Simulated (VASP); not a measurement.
## From an Ansatz input to VASP: SnTe (distorted rocksalt)

Ansatz input

```yaml
crystal:
  lattice:
    - [-0.0147, 3.267, 3.2293]
    - [3.2107, -0.0638, 3.2784]
    - [3.0348, 3.1403, 0.112]
  atoms:
    - { symbol: Sn, position: [0.9994, 0.0058, 0.9916] }
    - { symbol: Te, position: [0.4889, 0.52, 0.5016] }
kpoints:
  mp_grid: { grid: [6, 6, 6] }
hamiltonian:
  xc: pbe
scf:
  occupations: { method: fermi_dirac, width: 0.02 }
  n_extra_bands: 4
output:
  forces: true
  stress: true
  eigenvalues: true
```

Q: Write VASP inputs for this cell and level of theory.

A: 

INCAR

```
GGA = PE
NELM = 120
EDIFF = 1E-7
ENCUT = 520
LWAVE = .FALSE.
SIGMA = 0.02
LCHARG = .FALSE.
NBANDS = 17
LREAL = .FALSE.
PREC = Accurate
IBRION = -1
LASPH = .TRUE.
NSW = 0
ISMEAR = -1
ISIF = 2
```

KPOINTS

```
KPOINTS created by Atomic Simulation Environment
0
Gamma
6 6 6
0 0 0
```

POSCAR

```
Sn Te
 1.0000000000000000
    -0.0147000000000000    3.2669999999999999    3.2292999999999998
     3.2107000000000001   -0.0638000000000000    3.2784000000000000
     3.0348000000000002    3.1402999999999999    0.1120000000000000
 Sn  Te
   1   1
Cartesian
  3.0132385600000005  6.3785912399999996  3.3574363399999996
  3.1846328500000003  3.1392347800000002  3.3397519699999996
```

VASP ran with the recommended PBE PAW datasets (20 valence electrons in the cell). Other inputs would serve too.

```json
{"": "gap between bands v and c on the k mesh", "Ansatz": "-0.31 eV (bands overlap: a metal)", "VASP": "-0.31 eV (bands overlap: a metal)"}
{"": "least direct gap on the k mesh", "Ansatz": "0.16 eV", "VASP": "0.16 eV"}
{"": "pressure", "Ansatz": "0.8 GPa", "VASP": "0.8 GPa"}
{"": "largest force", "Ansatz": "0.03 eV/Å", "VASP": "0.03 eV/Å"}
```

The two codes use different PAW datasets and cutoffs. VASP's cell holds 20 valence electrons and Ansatz's 30. Ansatz's stress includes a Pulay correction; VASP's doesn't.
